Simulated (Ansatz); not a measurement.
# SiGe4: the cost of one run

Computed with Ansatz 0.2.0 (DFT PBE, scalar-relativistic, plane waves, PAW, unless a step's input says otherwise).

1 further run of the same task is left out (it didn't finish).

### Step 1. The starting structure

The structure is tetragonal, space group I4/m (No. 87). Conventional cell: a = 6.634 Å, b = 6.634 Å, c = 4.196 Å, α = 90.00°, β = 90.00°, γ = 90.00°. Si (site symmetry 4/m) has 12 Ge at 2.97 Å as nearest neighbours. Ge (site symmetry m) has 9 Ge at 2.97 Å and 3 Si at 2.97 Å as nearest neighbours.

Structure file:

```
Si Ge
1.0
    -3.31708    3.31708    2.09791
     3.31708   -3.31708    2.09791
     3.31708    3.31708   -2.09791
Si Ge
1 4
Direct
  0.00000 0.00000 0.00000
  0.80000 0.60000 0.40000
  0.60000 0.20000 0.80000
  0.40000 0.80000 0.20000
  0.20000 0.40000 0.60000
```

The start is an ordering of an alloy on its end members' structure types: elements ordered on the sites of the Si type, Si/Ge on Si (I4/m, No. 87).

### Step 2. A first look at the guess

File input.yaml:

```yaml
crystal:
  lattice:
    - [-3.31708405, 3.31708405, 2.09790816]
    - [3.31708405, -3.31708405, 2.09790816]
    - [3.31708405, 3.31708405, -2.09790816]
  atoms:
    - { symbol: Si, position: [0.0, 0.0, 0.0] }
    - { symbol: Ge, position: [0.8, 0.6, 0.4] }
    - { symbol: Ge, position: [0.6, 0.2, 0.8] }
    - { symbol: Ge, position: [0.4, 0.8, 0.2] }
    - { symbol: Ge, position: [0.2, 0.4, 0.6] }
basis:
  ecutwfc: 420
kpoints:
  mp_grid: { grid: [6, 6, 6] }
hamiltonian:
  xc: pbe
scf:
  occupations: { method: gaussian, width: 0.1 }
  lower_state_search: "off"
output:
  forces: true
  stress: true
  eigenvalues: true
```

The run is started by

```sh
> ansatz run input.yaml --threads 1 --pin off --max-ram 2560MiB --backend cpu --events-out ev --progress --plain --runs-dir out
```

**Question.** How long does this run take on 1 thread of Intel Xeon at 2.70GHz, shared host, and how much memory does it need?

About 5.5 s, with a peak of 0.42 GiB.
